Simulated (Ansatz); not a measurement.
Ti (P6_3/mmc) under several functionals

**What was measured.**

“Impact of oxygen ordering on titanium lattice parameters”, 2024, arxiv:2402.07147 reports, for a bulk crystal of Ti at 298 K: lattice constant a 2.9536 ± 0.0001 Å; lattice constant c 4.685 ± 0.0001 Å.

Plane-wave DFT in Ansatz with scalar-relativistic PAW potentials. The same structure was relaxed (cell and atoms, symmetry kept) in separate runs at each level. No spin polarisation.

Question: How do the levels LDA, PBE, PBE+D3(BJ), PBEsol, r2SCAN compare?

Answer:
```tsv
level	cutoff (eV)	k mesh	V (Å³/atom)	a (Å)	c (Å)
LDA	420	18×18×10	16.107	2.864	4.535
PBE+D3(BJ)	420	18×18×10	16.502	2.886	4.574
PBEsol	420	18×18×10	16.724	2.900	4.591
r2SCAN	500	18×18×10	17.303	2.936	4.636
PBE	420	18×18×10	17.388	2.938	4.651
```

The usual order of volumes, LDA < PBEsol < PBE, holds here (16.107, 16.724, 17.388 Å³/atom). As a rule LDA overbinds; PBEsol, built on the gradient expansion of slowly varying densities, lies between LDA and PBE; PBE's stronger gradient term for exchange weakens bonds. Adding D3 to PBE changes the volume by -5.1 %; the term is attractive, so it pulls cells in. In metals the pairwise form ignores screening by the conduction electrons and often pulls in too far. r2SCAN lies 0.5 % under PBE in volume.

For PBE: Against the measured lattice constant a of Ti, 2.9536 Å (298 K; “Impact of oxygen ordering on titanium lattice parameters”, 2024, arxiv:2402.07147), the calculated 2.938 Å is off by -0.5 %. 4 values of this kind are on record (2.9536 to 2.9646 Å); this one was drawn at random, colder ones first, those with a stated uncertainty first. Measured lattice constant c of Ti: 4.685 Å (298 K; “Impact of oxygen ordering on titanium lattice parameters”, 2024, arxiv:2402.07147). This calculation gives 4.651 Å (-0.7 %). 4 values of this kind are on record (4.685 to 4.7036 Å); this one was drawn at random, colder ones first, those with a stated uncertainty first. The calculations are for 0 K without zero-point motion, and in metals axial ratios are sensitive to mesh and smearing.